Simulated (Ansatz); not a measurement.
Free-standing chains of the atoms of K, named by their start (strip: triangular double chain, ladder: square double chain); atoms and period are relaxed, and energies count from relaxed bulk K (Im-3m, 73.68 Å³/atom, gap on the mesh 0.00 eV).

Computed with DFT PBE, scalar-relativistic, plane waves, PAW in Ansatz 0.2.0.

Plane waves to 420 eV, a k mesh through Γ of 1×1×15 on the computed 2-atom cell and Gaussian smearing (0.05 eV); collinear spin from starting moments 0.5 0.5 μB.

Start (strip chain):

```
CELL_PARAMETERS angstrom
12.70000 0.00000 0.00000
0.00000 9.30000 0.00000
0.00000 0.00000 4.36380
ATOMIC_POSITIONS crystal
K 0.35413 0.50000 0.00000
K 0.64587 0.50000 0.50000
```

What does the relaxation give?

The free energy falls by 8 meV/atom.

- excess energy (eV per host atom): 0.356
- period (Å): 4.406
- gap on the mesh (eV): 0
- size of the moment (μB per cell): 0.10

Relaxed structure:
```yaml
crystal:
  lattice:
    - [12.70000, 0.00000, 0.00000]
    - [0.00000, 9.30000, 0.00000]
    - [0.00000, 0.00000, 4.40628]
  atoms:
    - { symbol: K, position: [0.34263, 0.50000, 0.00000] }
    - { symbol: K, position: [0.65737, 0.50000, 0.50000] }
```

The vacuum is thin at the end. Each run keeps its start's symmetry and one magnetic start, so lower states can exist.

It took 39 s on 2 threads of Arm Neoverse V1 (shared host), peak memory 0.64 GiB.